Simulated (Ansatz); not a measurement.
# B16P17: the cost of one run

Method: DFT PBE, scalar-relativistic, plane waves, PAW, in Ansatz 0.2.0.

3 further runs of the same task are left out: 1 that didn't finish, 2 set aside as unsound or not needed.

### 1 The system as given

It takes space group F-43m (No. 216, cubic). Conventional cell: a = 4.548 Å, b = 4.548 Å, c = 4.548 Å, α = 90.00°, β = 90.00°, γ = 90.00°. B (site symmetry -43m) has 4 P at 1.97 Å in its first shell of neighbours. Around P (site symmetry -43m) lie 4 B at 1.97 Å.

Structure file:

```
CELL_PARAMETERS angstrom
0.00000 2.27410 2.27410
2.27410 0.00000 2.27410
2.27410 2.27410 0.00000
ATOMIC_POSITIONS crystal
B 0.00000 0.00000 0.00000
P 0.25000 0.25000 0.25000
```

It goes back to an entry of the Materials Project.

This cell was relaxed beforehand with the same method: volume 11.76 Å³/atom, gap on the mesh 1.25 eV.

The host's static dielectric tensor, from an earlier linear-response run, has a mean of 9.26.

The perfect supercell (rows -1 -1 -1; 3 -1 -1; -1 -1 3 in vectors of this cell) was computed beforehand with the same settings: E(σ→0) = -14599.1198 eV for 32 atoms, gap 2.39 eV on its own mesh.

### 2 Making the defect

The extra atom is put at (0.500, 0.000, 0.000) of the supercell, the middle of a void of radius 1.97 Å. A small random displacement (spread 0.06 Å) lets the symmetry of the site break. Its neighbours are 4 P at 1.97 Å, 6 B at 2.27 Å.

### 3 Relaxing the defect, charge 0

The input, input.yaml:

```yaml
crystal:
  lattice:
    - [-4.5481928018, -4.5481928018, -4.5481928018]
    - [-4.5481928018, 4.5481928018, 4.5481928018]
    - [4.5481928018, 4.5481928018, -4.5481928018]
  atoms:
    - { symbol: B, position: [0.4929115801, 0.2492794155, 0.2512905169], spin: 0.091 }
    - { symbol: B, position: [0.25, 0.25, 0.5] }
    - { symbol: B, position: [0.0, 0.25, 0.75] }
    - { symbol: B, position: [0.5061612993, 0.7492225378, 0.7293995193], spin: 0.091 }
    - { symbol: B, position: [0.5, 0.5, 0.0] }
    - { symbol: B, position: [0.25, 0.5, 0.25] }
    - { symbol: B, position: [0.0, 0.5, 0.5] }
    - { symbol: B, position: [0.75, 0.5, 0.75] }
    - { symbol: B, position: [0.7492231929, 0.258117623, 0.9953857638], spin: 0.091 }
    - { symbol: B, position: [0.5, 0.0, 0.5] }
    - { symbol: B, position: [0.2421373819, -0.0060144891, 0.7419157805], spin: 0.091 }
    - { symbol: B, position: [0.2519384384, 0.7527935579, 0.0109680276], spin: 0.091 }
    - { symbol: B, position: [1.0, 0.75, 0.25] }
    - { symbol: B, position: [0.75, 0.75, 0.5] }
    - { symbol: B, position: [0.0, 0.0, 0.0] }
    - { symbol: B, position: [0.7486262672, 0.003202384, 0.251801124], spin: 0.091 }
    - { symbol: P, position: [0.5047920269, 0.0045971886, 0.2420940545], spin: 0.091 }
    - { symbol: P, position: [0.25, 0.0, 0.5] }
    - { symbol: P, position: [0.0, 0.0, 0.75] }
    - { symbol: P, position: [0.5, 0.5, 0.75] }
    - { symbol: P, position: [0.5195188808, 0.264654717, 0.017123542], spin: 0.091 }
    - { symbol: P, position: [0.25, 0.25, 0.25] }
    - { symbol: P, position: [0.0, 0.25, 0.5] }
    - { symbol: P, position: [0.75, 0.25, 0.75] }
    - { symbol: P, position: [0.7515865454, -0.002911433, 0.0085506313], spin: 0.091 }
    - { symbol: P, position: [0.5, 0.75, 0.5] }
    - { symbol: P, position: [0.2492552035, 0.7579385173, 0.7644559989], spin: 0.091 }
    - { symbol: P, position: [0.25, 0.5, 0.0] }
    - { symbol: P, position: [0.0, 0.5, 0.25] }
    - { symbol: P, position: [0.75, 0.5, 0.5] }
    - { symbol: P, position: [0.0, 0.75, 0.0] }
    - { symbol: P, position: [0.75, 0.75, 0.25] }
    - { symbol: P, position: [0.50400538, -0.0059520524, -0.0024987128], spin: 0.091 }
  host:
    lattice:
      - [0.0, 2.2740964009, 2.2740964009]
      - [2.2740964009, 0.0, 2.2740964009]
      - [2.2740964009, 2.2740964009, 0.0]
    atoms:
      - { symbol: B, position: [0.0, 0.0, 0.0] }
      - { symbol: P, position: [0.25, 0.25, 0.25] }
basis:
  ecutwfc: 420
  xc_grid: 2
kpoints:
  mp_grid: { grid: [2, 2, 2], shift: [0.5, 0.5, 0.5] }
hamiltonian:
  xc: pbe
scf:
  occupations: { method: gaussian, width: 0.01 }
output:
  forces: true
  stress: false
  eigenvalues: true
  populations: true
  charged_corrections:
    defect_position: [0.5, 0.0, 0.0]
    epsilon: [[9.2563, 0.0, 0.0], [0.0, 9.2563, 0.0], [0.0, 0.0, 9.2563]]
magnetization:
  spin_polarized: true
relax:
  adjacent_minimum: "off"
  f_tol: 0.025
  max_steps: 45
```

On the command line:

```sh
$ ansatz run input.yaml --threads 4 --pin off --max-ram 10240MiB --backend cpu --events-out ev --progress --plain --runs-dir out
```

Q: Estimate wall time and peak memory on 4 threads of Intel Xeon 6975P-C (Granite Rapids), shared host.

About 79 s, with a peak of 1.2 GiB.
